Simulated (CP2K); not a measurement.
The system is Ga.

```
Ga
1.0
     2.77842    0.00000    0.00000
     0.00000    3.28161    0.00000
    -1.34343    0.00000    3.99027
Ga
2
Direct
  0.13460 0.75000 0.77017
  0.86540 0.25000 0.22983
```

This isn't the form of Ga at room conditions, which is orthorhombic.

Base run:

* Program: CP2K 2026.2
* Functional: PBE
* Potentials or basis: POTENTIAL_UZH Ga GTH-PBE-q13; TZV2P-MOLOPT-PBE-GTH basis
* Density cutoff: 6123 eV
* k mesh: 10 × 8 × 7
* Occupations: fermi-dirac, width 0.05 eV
* Spin: no spin polarisation

Its results: band gap on the k mesh none (metal or under the smearing width); pressure 4.0 GPa; largest force 0.345 eV/Å.

Problem. The run is repeated on the same cell with these changes: potentials or basis from POTENTIAL_UZH Ga GTH-PBE-q13; TZV2P-MOLOPT-PBE-GTH basis to POTENTIAL_UZH Ga GTH-PBE-q13; ccGRB-D basis; basis sets from Ga TZV2P-MOLOPT-PBE-GTH-q13 to Ga ccGRB-D-q13. What comes out?

Solution. Band gap on the k mesh none (metal or under the smearing width); pressure 5.0 GPa; largest force 0.382 eV/Å.

Caveats: the basis of atomic orbitals isn't converged, which shifts pressures, moduli and gaps.
